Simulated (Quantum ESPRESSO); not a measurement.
CuCl2 in Quantum ESPRESSO: convergence with k mesh

Input of the first run (k mesh 1 × 1 × 1); the others differ in this setting and in those tied to it:

The input pw.in:

```
&CONTROL
  calculation = 'scf'
  prefix = 'pwscf'
  outdir = './tmp'
  pseudo_dir = './pseudo'
  tprnfor = .true.
  tstress = .true.
  disk_io = 'nowf'
/
&SYSTEM
  ibrav = 0
  nat = 3
  ntyp = 2
  ecutwfc = 56
  ecutrho = 448
  nbnd = 24
  occupations = 'smearing'
  smearing = 'fd'
  degauss = 0.00999582
/
&ELECTRONS
  conv_thr = 6d-10
  electron_maxstep = 120
  mixing_beta = 0.5
/
ATOMIC_SPECIES
Cu    63.5460 cu_lda_v1.2.uspp.F.UPF
Cl    35.4500 cl_lda_v1.4.uspp.F.UPF
CELL_PARAMETERS angstrom
  -2.2548590000    2.2548590000    6.8599030000
   2.2548590000   -2.2548590000    6.8599030000
   2.2548590000    2.2548590000   -6.8599030000
ATOMIC_POSITIONS crystal
Cu     0.0000000000    0.0000000000    0.0000000000
Cl     0.0000000000    0.5000000000    0.5000000000
Cl     0.5000000000    0.0000000000    0.5000000000
K_POINTS automatic
1 1 1 0 0 0
```

Potentials or basis: GBRV 1.5 LDA.

Command:

```console
$ OMP_NUM_THREADS=1 pw.x -in pw.in > pw.out
```

Measurements of this composition are mostly on another form, of space group No. 12.

Hardware: 1 thread of Arm Neoverse V2, on a shared host.

| k mesh | energy less the tightest run, at zero smearing (meV/atom) | pressure (GPa) | SCF cycles | CPU time (s) | peak memory (GiB) |
| --- | --- | --- | --- | --- | --- |
| 1 × 1 × 1 | 636.82 | -0.46 | 39 | 100 | 0.6 |
| 2 × 2 × 2 | -69.85 | -1.88 | 21 | 96 | 0.6 |
| 3 × 3 × 3 | -47.37 | -2.09 | 12 | 72 | 0.61 |
| 4 × 4 × 4 | -1.78 | -1.87 | 12 | 120 | 0.62 |
| 5 × 5 × 5 | 15.45 | -1.76 | 14 | 180 | 0.63 |
| 6 × 6 × 6 | 13.44 | -1.71 | 14 | 280 | 0.66 |
| 7 × 7 × 7 | 5.65 | -1.76 | 14 | 370 | 0.69 |
| 8 × 8 × 8 | 0.00 | -1.80 | 13 | 540 | 0.73 |

Against the tightest run, the pressure stays within 0.1 GPa from 4 × 4 × 4 on. Not settled before the last step: the energy (to 1 meV/atom). Meshes of other sizes hit other points, so gaps and Fermi surfaces needn't settle smoothly. The tightest run that finished is the yardstick and may itself not be fully converged.

Caveat, for the tightest run too: an odd number of electrons without spin polarisation forces a metal; a magnetic or distorted state may lie lower; the run has no spin polarisation, though such a crystal can be magnetic; semilocal functionals often make such compounds metallic where correlation or magnetic order opens a gap, which also shifts bond lengths.
